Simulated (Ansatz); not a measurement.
Does the structure type survive?

Theory: Ansatz, DFT PBEsol, scalar-relativistic, plane waves, PAW. All cells share a 420 eV cutoff and Γ-centred k meshes spaced at most 0.3 Å⁻¹ (0.19 for metals, 2π included).

Each formula is placed on the named type at a guessed volume, then cell and atoms relax at zero pressure without lowering the symmetry. Keeping the type says nothing about stability against other structures or lower symmetry. Neighbours of an atom are counted within 25 % of the shortest distance of their pair. The atoms listed around a site end at a clear gap in distance instead, so their number can differ.

Weakly bound directions are ill-defined at this level, which has no dispersion term. Spin–orbit coupling is left out.

Problem. W on the beta-tin type (I4_1/amd, No. 141): does the type hold?

Solution. Yes: a = 5.065 Å, c = 2.660 Å. W is coordinated by 6 W at 2.62–2.66 Å.

Problem. Does S keep the iodine type (Cmce, No. 64)?

Solution. No, it ends in I4/mmm (No. 139) with a = 3.001 Å, c = 9.440 Å. S is coordinated by 1 S at 1.89 Å.

Problem. Does S keep the lonsdaleite type (P6_3/mmc, No. 194)?

Solution. No. It keeps the space group, but the neighbours change from S 4 S to S 3 S, with a = 3.861 Å, c = 8.738 Å. Around S lie 3 S at 2.30 Å.

Problem. Does S keep the beta-tin type (I4_1/amd, No. 141)?

Solution. No. It keeps the space group, but the neighbours change from S 10 S to S 4 S, with a = 4.567 Å, c = 3.425 Å. S is coordinated by 4 S at 2.44 Å.